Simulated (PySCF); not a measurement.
Predicted microwave data (PySCF 2.14.0, PBE0-D3(BJ)/def2-TZVP geometry optimisation, gas phase) for one isomer of C4H9N:

| Item | Value |
| --- | --- |
| Rotational constants | A = 10109, B = 4251, C = 3408 MHz |
| Dipole components | \|μa\| = 0.25 D, \|μb\| = 1.12 D, \|μc\| = 0.34 D |
| Inertial defect | -20.58 u·Å² |
| κ | -0.75 |

Question: Which structure is it? (One computed conformer of each.)
A. `[CH2:1]1[CH2:2][CH2:3][NH:4][CH2:5]1` with C5–C1–C2–C3 8°, C1–C2–C3–N4 -29°, C2–C3–N4–C5 39°, C3–N4–C5–C1 -33°
B. `[NH2:1][CH:2]1[CH2:3][CH2:4][CH2:5]1` with H–N1–C2–C3 -61° and 180°, N1–C2–C3–C4 147°, C2–C3–C4–C5 -21°, C3–C4–C5–C2 21°, N1–C2–C5–C4 -143° (cyclobutylamine)

Answer: B. It is NC1CCC1, an asymmetric top. The candidates at the same level (rigid rotor, commonest isotopes):

```json
{"SMILES": "C1CCNC1", "A (MHz)": "6927", "B (MHz)": "6762", "C (MHz)": "3934", "μa (D)": "1.08", "μb (D)": "0.03", "μc (D)": "0.69", "Δ (u·Å²)": "-19.21", "point group": "near Cs", "rotor": "–"}
{"SMILES": "NC1CCC1", "A (MHz)": "10109", "B (MHz)": "4251", "C (MHz)": "3408", "μa (D)": "0.25", "μb (D)": "1.12", "μc (D)": "0.34", "Δ (u·Å²)": "-20.58", "point group": "–", "rotor": "asymmetric top"}
```

`C1CCNC1` has B 59 % too high. No structure here is proved a minimum.
